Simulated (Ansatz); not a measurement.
**Ionic part of the dielectric constant of LiH, mode by mode**

All numbers below come from DFT PBE, scalar-relativistic, plane waves, PAW in Ansatz. Plane waves to 420 eV; Γ-centred k mesh 12×12×12; fixed occupations. No spin polarisation. Phonons by linear response, acoustic sum rule imposed.

Space group R-3m (No. 166), trigonal, a = 2.807 Å, c = 28.571 Å. Li on a site of symmetry -3m has 6 H at 2.03 Å; around Li on a second site of symmetry -3m lie 6 H at 1.99 Å; Li on a site of symmetry 3m has 6 H at 1.99–2.03 Å; H on its first site is surrounded by 6 Li at 1.99 Å; around H on its second site lie 6 Li at 2.03 Å.

The structure comes from a generated guess, relaxed at this level; another structure or a mixture of phases may lie lower.

The primitive cell has V = 64.97 Å³ and ε∞,zz = 4.074. Each polar mode adds Δε = (4.92064×10⁷/V)·S/ν² along z, with S its oscillator strength in e²/amu, ν in cm⁻¹ and V in Å³.

Problem. From these modes, find each Δε and ε0,zz.
```json
{"ν (cm⁻¹)": "383.47", "S_zz (e²/amu)": "0.00331"}
{"ν (cm⁻¹)": "562.17", "S_zz (e²/amu)": "0.00409"}
{"ν (cm⁻¹)": "600.03", "S_zz (e²/amu)": "4.461"}
{"ν (cm⁻¹)": "1087.28", "S_zz (e²/amu)": "0.00403"}
```

Solution.
```
ν (cm⁻¹)    Δε
  383.47  0.02
  562.17  0.01
  600.03  9.38
 1087.28  0.00
```

The sum is 9.41, so ε0,zz = 13.48; the run's tensor has 13.49.

Problem. Where do the longitudinal modes lie for a wave vector along z?

Solution. At 383.63, 562.20, 1077.75, 1100.92 cm⁻¹. The Lyddane–Sachs–Teller product Π(ν_LO/ν_TO)² = 3.31 agrees with ε0/ε∞ = 3.31.
